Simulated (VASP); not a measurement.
# ZnO (zincite) (P6_3mc) in VASP: further runs

The runs below take ZnO (zincite) through single point, with PBE.

Everything below comes from runs of VASP 6.6.1. Logs are shortened: lines on timing, memory, paths and dates and some standing lists are left out, and cuts for length are marked.

## 1. Starting point

It takes space group P6_3mc (No. 186, hexagonal). The conventional cell has a = 3.249 Å, b = 3.249 Å, c = 5.206 Å, α = 90.00°, β = 90.00°, γ = 120.00°. Zn (site symmetry 3m) is surrounded by 4 O at 1.97 to 1.98 Å. O (site symmetry 3m) is surrounded by 4 Zn at 1.97 to 1.98 Å.

## 2. Single point, PBE, spin-orbit coupling, no magnetisation

The input, INCAR:

```
ALGO = Normal
EDIFF = 1E-7
ENCUT = 500
GGA = PE
GGA_COMPAT = False
ISIF = 2
ISMEAR = 0
LASPH = True
LCHARG = False
LORBIT = 11
LREAL = False
LSORBIT = True
LWAVE = False
MAGMOM = 0 0 0 0 0 0 0 0 0 0 0 0
NBANDS = 52
NELM = 100
PREC = Accurate
SIGMA = 0.02
```

The input, KPOINTS:

```
k-points
0
Gamma
  3 3 2
```

The input, POSCAR:

```
ZnO
1.0
    3.2493080000      0.0000000000      0.0000000000
   -1.6246540000      2.8139832727      0.0000000000
    0.0000000000      0.0000000000      5.2057090000
Zn O
2 2
Direct
    0.6666666667      0.3333333333      0.0000000000
    0.3333333333      0.6666666667      0.5000000000
    0.3333333333      0.6666666667      0.8790100000
    0.6666666667      0.3333333333      0.3790100000
```

Potentials or basis: VASP PAW PBE potentials, release 64 (Zn, O).

On the command line:

```sh
$ cat potpaw_PBE.64/Zn/POTCAR potpaw_PBE.64/O/POTCAR > POTCAR
$ mpirun -np 1 vasp_ncl > vasp.out
```

OUTCAR:

```text
EDIFF = 1E-7
   ENCUT = 500
   GGA = PE
   ISIF = 2
   ISMEAR = 0
   LASPH = True
   LORBIT = 11
   LREAL = False
   LSORBIT = True
   NELM = 100
   PREC = Accurate

 Found      6 irreducible k-points:

 Following reciprocal coordinates:
            Coordinates               Weight
  0.000000  0.000000  0.000000      1.000000
  0.333333 -0.000000  0.000000      6.000000
  0.333333  0.333333  0.000000      2.000000
  0.000000  0.000000  0.500000      1.000000
  0.333333 -0.000000  0.500000      6.000000
  0.333333  0.333333  0.500000      2.000000
   k-points           NKPTS =      6   k-points in BZ     NKDIM =      6   number of bands    NBANDS=     52
   number of dos      NEDOS =    301   number of ions     NIONS =      4
   total plane-waves  NPLWV =  23040
   dimension x,y,z NGX =    24 NGY =   24 NGZ =   40
   dimension x,y,z NGXF=    48 NGYF=   48 NGZF=   80
   ions per type =               2   2
   NGX,Y,Z   is equivalent  to a cutoff of  12.28, 12.28, 12.77 a.u.
   NGXF,Y,Z  is equivalent  to a cutoff of  24.56, 24.56, 25.55 a.u.
 SYSTEM =  unknown system
   PREC   = accura    normal or accurate (medium, high low for compatibility)
   ISTART =      0    job   : 0-new  1-cont  2-samecut
   ICHARG =      2    charge: 1-file 2-atom 10-const
   ISPIN  =      1    spin polarized calculation?
   LNONCOLLINEAR =      T non collinear calculations
   LSORBIT =      T    spin-orbit coupling
   LASPH  =      T    aspherical Exc in radial PAW
   ENCUT  =  500.0 eV  36.75 Ry    6.06 a.u.   5.92  5.92  9.49*2*pi/ulx,y,z
   NELM   =    100;   NELMIN=  2; NELMDL= -5     # of ELM steps
   EDIFF  = 0.1E-06   stopping-criterion for ELM
   LREAL  =      F    real-space projection
   EDIFFG = 0.1E-05   stopping-criterion for IOM
   NSW    =      0    number of steps for IOM
   IBRION =     -1    ionic relax: 0-MD 1-quasi-New 2-CG
   NFREE  =      0    steps in history (QN), initial steepest desc. (CG)
   ISIF   =      2    stress and relaxation
   ISYM   =      2    0-nonsym 1-usesym 2-fastsym
   POTIM  = 0.5000    time-step for ionic-motion
   TEBEG  =    0.0;   TEEND  =   0.0 temperature during run
   PSTRESS=    0.0 pullay stress
   NELECT =      36.0000    total number of electrons
   NUPDOWN=      -1.0000    fix difference up-down
   EMIN   =  10.00;   EMAX   =-10.00  energy-range for DOS
   EFERMI =   0.00;   METHOD = LEGACY
   ISMEAR =     0;   SIGMA  =   0.02  broadening in eV -4-tet -1-fermi 0-gaus
   EFERMI_NEDOS =   21; number of points for ismear=-14 and -15
   IALGO  =     38    algorithm
   IMIX   =      4    mixing-type and parameters
     AMIX     =   0.40;   BMIX     =  1.00
     AMIX_MAG =   1.60;   BMIX_MAG =  1.00
  volume/ion in A,a.u.               =      11.90        80.30
  Fermi-wavevector in a.u.,A,eV,Ry     =   1.491574  2.818667 30.270160  2.224794
  Thomas-Fermi vector in A             =   2.604212
   LORBIT       =     11    0 simple, 1 ext, 2 COOP (PROOUT), +10 PAW based schemes
   GGA     = PE    functional components
   LHFCALC =     F    Hartree Fock is set to
   AEXX    =    0.0000 exact exchange contribution
   IVDW    =     0    specifies the selected vdW correction
   LEPSILON=     F    determine dielectric tensor
   LRPA    =     F    only Hartree local field effects (RPA)
 Gauss-broadening in eV      SIGMA  =   0.02
  energy-cutoff  :      500.00
  volume of cell :       47.60
 maximum number of plane-waves:      2448
 NGX is ok and might be reduce to    24
   NGX = 11   NGY = 11   NGZ = 19

 number of electron      36.0000017 magnetization       0.0000000      0.0000000      0.0000000

 number of electron      36.0000017 magnetization      -0.0000000      0.0000000     -0.0000000

 number of electron      36.0000017 magnetization      -0.0000000     -0.0000000     -0.0000000

 number of electron      36.0000017 magnetization      -0.0000000      0.0000000      0.0000000

 Free energy of the ion-electron system (eV)
  ---------------------------------------------------
  ext. energy  EPLUGINS =         0.00000000
  ---------------------------------------------------
  free energy    TOTEN  =       -17.70674629 eV

  energy without entropy =      -17.70674629  energy(sigma->0) =      -17.70674629

 E-fermi :   1.4593     XC(G=0): -10.8959

 val. band max:        1.2719895240   @ k =   0.0000   0.0000   0.0000
 cond. band min:       2.0156235890   @ k =   0.0000   0.0000   0.0000
 fundamental gap:      0.7436340651
 Fermi energy:         1.4593075601

 k-point     1 :       0.0000    0.0000    0.0000
  band No.  band energies     occupation
      1     -16.8327      1.00000
      2     -16.8327      1.00000
      3     -16.0967      1.00000
      4     -16.0967      1.00000
      5      -4.5366      1.00000
      6      -4.5366      1.00000
[... 295 lines left out ...]
     47      10.0631      0.00000
     48      10.0631      0.00000
 [bands above 48 left out]

------------------------ aborting loop because EDIFF is reached ----------------------------------------

  FORCE on cell =-STRESS in cart. coord.  units (eV):
  Direction    XX          YY          ZZ          XY          YZ          ZX
  --------------------------------------------------------------------------------------
  -------------------------------------------------------------------------------------
  Total        1.7631402      1.7631402      1.9185318      0.0000000      0.0000000      0.0000000
  in kB       59.3478728     59.3478728     64.5784040      0.0000000      0.0000000      0.0000000
  external PRESSURE =      61.0913832 kB  Pullay stress =       0.0000000 kB

 VOLUME and BASIS-vectors are now :
 -----------------------------------------------------------------------------
  energy-cutoff  :      500.00
  volume of cell :       47.60
      direct lattice vectors                 reciprocal lattice vectors
     3.249308000  0.000000000  0.000000000     0.307757836  0.177684070  0.000000000
    -1.624654000  2.813983273  0.000000000     0.000000000  0.355368139  0.000000000
     0.000000000  0.000000000  5.205709000     0.000000000  0.000000000  0.192096792

 POSITION                                       TOTAL-FORCE (eV/Angst)
 -----------------------------------------------------------------------------------
      1.62465      0.93799      0.00000        -0.000000     -0.000000     -0.055759
     -0.00000      1.87599      2.60285        -0.000000      0.000000     -0.055759
     -0.00000      1.87599      4.57587         0.000000     -0.000000      0.055759
      1.62465      0.93799      1.97302        -0.000000      0.000000      0.055759
 -----------------------------------------------------------------------------------
    total drift:                                0.000000     -0.000000     -0.000329

  FREE ENERGIE OF THE ION-ELECTRON SYSTEM (eV)
  ---------------------------------------------------
  free  energy   TOTEN  =       -17.7067462909 eV

  energy  without entropy=      -17.7067462909  energy(sigma->0) =      -17.70674629

 Spin-Orbit-Coupling matrix elements

 Ion:    1  E_soc:     -0.0077057
 l=   1
     0.0000000    -0.0003550    -0.0003619
    -0.0003550     0.0000000    -0.0003550
    -0.0003619    -0.0003550     0.0000000
 l=   2
     0.0000000    -0.0001824     0.0000000    -0.0001824    -0.0007511
    -0.0001824     0.0000000    -0.0005611    -0.0001779    -0.0001824
     0.0000000    -0.0005611     0.0000000    -0.0005611     0.0000000
    -0.0001824    -0.0001779    -0.0005611     0.0000000    -0.0001824
    -0.0007511    -0.0001824     0.0000000    -0.0001824     0.0000000
 l=   3
     0.0000000     0.0000000     0.0000000     0.0000000     0.0000000     0.0000000     0.0000000
     0.0000000     0.0000000     0.0000000     0.0000000     0.0000000     0.0000000     0.0000000
     0.0000000     0.0000000     0.0000000     0.0000000     0.0000000     0.0000000     0.0000000
     0.0000000     0.0000000     0.0000000     0.0000000     0.0000000     0.0000000     0.0000000
     0.0000000     0.0000000     0.0000000     0.0000000     0.0000000     0.0000000     0.0000000
     0.0000000     0.0000000     0.0000000     0.0000000     0.0000000     0.0000000     0.0000000
     0.0000000     0.0000000     0.0000000     0.0000000     0.0000000     0.0000000     0.0000000

 Ion:    2  E_soc:     -0.0077057
 l=   1
     0.0000000    -0.0003550    -0.0003619
    -0.0003550     0.0000000    -0.0003550
    -0.0003619    -0.0003550     0.0000000
 l=   2
     0.0000000    -0.0001824     0.0000000    -0.0001824    -0.0007511
    -0.0001824     0.0000000    -0.0005611    -0.0001779    -0.0001824
     0.0000000    -0.0005611     0.0000000    -0.0005611     0.0000000
    -0.0001824    -0.0001779    -0.0005611     0.0000000    -0.0001824
    -0.0007511    -0.0001824     0.0000000    -0.0001824     0.0000000
 l=   3
     0.0000000     0.0000000     0.0000000     0.0000000     0.0000000     0.0000000     0.0000000
     0.0000000     0.0000000     0.0000000     0.0000000     0.0000000     0.0000000     0.0000000
     0.0000000     0.0000000     0.0000000     0.0000000     0.0000000     0.0000000     0.0000000
     0.0000000     0.0000000     0.0000000     0.0000000     0.0000000     0.0000000     0.0000000
     0.0000000     0.0000000     0.0000000     0.0000000     0.0000000     0.0000000     0.0000000
     0.0000000     0.0000000     0.0000000     0.0000000     0.0000000     0.0000000     0.0000000
     0.0000000     0.0000000     0.0000000     0.0000000     0.0000000     0.0000000     0.0000000
[... 21 lines left out ...]
 Ion:    4  E_soc:     -0.0002395
 l=   1
     0.0000000    -0.0000398    -0.0000401
    -0.0000398     0.0000000    -0.0000398
    -0.0000401    -0.0000398     0.0000000
 l=   2
     0.0000000     0.0000000     0.0000000     0.0000000     0.0000000
     0.0000000     0.0000000     0.0000000     0.0000000     0.0000000
     0.0000000     0.0000000     0.0000000     0.0000000     0.0000000
     0.0000000     0.0000000     0.0000000     0.0000000     0.0000000
     0.0000000     0.0000000     0.0000000     0.0000000     0.0000000
 l=   3
     0.0000000     0.0000000     0.0000000     0.0000000     0.0000000     0.0000000     0.0000000
     0.0000000     0.0000000     0.0000000     0.0000000     0.0000000     0.0000000     0.0000000
     0.0000000     0.0000000     0.0000000     0.0000000     0.0000000     0.0000000     0.0000000
     0.0000000     0.0000000     0.0000000     0.0000000     0.0000000     0.0000000     0.0000000
     0.0000000     0.0000000     0.0000000     0.0000000     0.0000000     0.0000000     0.0000000
     0.0000000     0.0000000     0.0000000     0.0000000     0.0000000     0.0000000     0.0000000
     0.0000000     0.0000000     0.0000000     0.0000000     0.0000000     0.0000000     0.0000000

 total charge

# of ion       s       p       d       tot
------------------------------------------
    1        0.451   0.490   9.907  10.849
    2        0.451   0.490   9.907  10.849
    3        1.546   3.471   0.000   5.017
    4        1.546   3.471   0.000   5.017
--------------------------------------------------
tot          3.995   7.922  19.815  31.731

 magnetization (x)

# of ion       s       p       d       tot
------------------------------------------
    1        0.000   0.000   0.000   0.000
    2        0.000  -0.000   0.000  -0.000
    3       -0.000   0.000   0.000  -0.000
    4       -0.000  -0.000   0.000  -0.000
--------------------------------------------------
tot          0.000  -0.000   0.000  -0.000

 magnetization (y)

# of ion       s       p       d       tot
------------------------------------------
    1        0.000   0.000   0.000   0.000
    2        0.000   0.000   0.000   0.000
    3        0.000   0.000   0.000   0.000
    4        0.000   0.000   0.000   0.000
--------------------------------------------------
tot          0.000   0.000   0.000   0.000

 magnetization (z)

# of ion       s       p       d       tot
------------------------------------------
    1       -0.000  -0.000   0.000  -0.000
    2       -0.000  -0.000   0.000  -0.000
    3        0.000   0.000   0.000   0.000
    4        0.000   0.000   0.000   0.000
--------------------------------------------------
tot         -0.000   0.000   0.000  -0.000
```

Run time: 23 s. Hardware: 1 thread of Intel Xeon 6975P-C (Granite Rapids), shared host; peak memory 0.23 GiB.

The run converged, but some of its settings lie outside the range that counts as converged, so its numbers aren't taken as properties of the crystal.

Results:

```yaml
Free_energy: -17.7067 eV
Pressure: 6.1 GPa
Largest_force: 0.056 eV/Å
Valence_electrons_inside_the_program's_atomic_spheres: Zn 10.85; O 5.02
```

Caveat: the k mesh is coarse (spacing up to 0.74 Å⁻¹), so the values aren't converged.

## 3. Single point, PBE, spin-orbit coupling, no magnetisation

Changes to INCAR since step 2:

```diff
@@ -2,3 +2,3 @@
 EDIFF = 1E-7
-ENCUT = 500
+ENCUT = 400
 GGA = PE
```

The input, KPOINTS:

```
k-points
0
Gamma
  4 4 2
```

POSCAR is that of step 2.

Potentials or basis: VASP PAW PBE potentials, release 64 (Zn, O).

On the command line:

```sh
$ cat potpaw_PBE.64/Zn/POTCAR potpaw_PBE.64/O/POTCAR > POTCAR
$ mpirun -np 1 vasp_ncl > vasp.out
```

Wall time 28 s (1 thread of Intel Xeon 6975P-C (Granite Rapids), shared host); peak memory 0.22 GiB.

The run converged, but some of its settings lie outside the range that counts as converged, so its numbers aren't taken as properties of the crystal.

Results:

```
Free energy                                           : -17.8311 eV
Largest force                                         : 0.071 eV/Å
Valence electrons inside the program's atomic spheres : Zn 10.85; O 5.05
```

Caveat: the k mesh is coarse (spacing up to 0.60 Å⁻¹), so the values aren't converged; the cutoff is under 1.25 times the usual one of these potentials, so pressure, stress and relaxed cells hold a basis-set (Pulay) error.

## 4. Single point, PBE, spin-orbit coupling, no magnetisation

Changes to INCAR since step 3:

```diff
@@ -2,3 +2,3 @@
 EDIFF = 1E-7
-ENCUT = 400
+ENCUT = 250
 GGA = PE
```

The input, KPOINTS:

```
k-points
0
Gamma
  5 5 3
```

POSCAR is that of step 3.

On the command line:

```sh
$ cat potpaw_PBE.64/Zn/POTCAR potpaw_PBE.64/O/POTCAR > POTCAR
$ mpirun -np 1 vasp_ncl > vasp.out
```

Wall time 21 s (1 thread of Intel Xeon 6975P-C (Granite Rapids), shared host); peak memory 0.16 GiB.

The run converged, but a check on its numbers failed (symmetry, net force, bounds or a known fault of this set-up), so they aren't taken as properties of the crystal.

Caveat: the k mesh is coarse (spacing up to 0.45 Å⁻¹), so the values aren't converged; the cutoff lies under the usual one of these potentials, so the numbers hold a large basis-set error; a pressure of tens of GPa on the cell as given is suspect, and the run, the potentials or the cell itself is likely at fault.

## 5. Single point, PBE, spin-orbit coupling, no magnetisation

Changes to INCAR since step 4:

```diff
@@ -2,3 +2,3 @@
 EDIFF = 1E-7
-ENCUT = 250
+ENCUT = 300
 GGA = PE
```

KPOINTS is that of step 4.

POSCAR is that of step 4.

On the command line:

```sh
$ cat potpaw_PBE.64/Zn/POTCAR potpaw_PBE.64/O/POTCAR > POTCAR
$ mpirun -np 1 vasp_ncl > vasp.out
```

Run time: 26 s. Hardware: 1 thread of Intel Xeon 6975P-C (Granite Rapids), shared host; peak memory 0.16 GiB.

The run converged, but a check on its numbers failed (symmetry, net force, bounds or a known fault of this set-up), so they aren't taken as properties of the crystal.

Caveat: the k mesh is coarse (spacing up to 0.45 Å⁻¹), so the values aren't converged; the cutoff lies under the usual one of these potentials, so the numbers hold a large basis-set error.

## 6. Single point, PBE, spin-orbit coupling, no magnetisation

Changes to INCAR since step 5:

```diff
@@ -2,3 +2,3 @@
 EDIFF = 1E-7
-ENCUT = 300
+ENCUT = 600
 GGA = PE
```

The input, KPOINTS:

```
k-points
0
Gamma
  4 4 2
```

POSCAR is that of step 5.

Potentials or basis: VASP PAW PBE potentials, release 64 (Zn, O).

On the command line:

```sh
$ cat potpaw_PBE.64/Zn/POTCAR potpaw_PBE.64/O/POTCAR > POTCAR
$ mpirun -np 1 vasp_ncl > vasp.out
```

Run time: 60 s. Hardware: 1 thread of Intel Xeon 6975P-C (Granite Rapids), shared host; peak memory 0.31 GiB.

These settings aren't checked as converged: the numbers below hold their error.

Results:

```
Free energy                                           : -17.8052 eV
Pressure                                              : 5.8 GPa
Largest force                                         : 0.071 eV/Å
Valence electrons inside the program's atomic spheres : Zn 10.85; O 5.01
```

Caveat: the k mesh is coarse (spacing up to 0.60 Å⁻¹), so the values aren't converged.
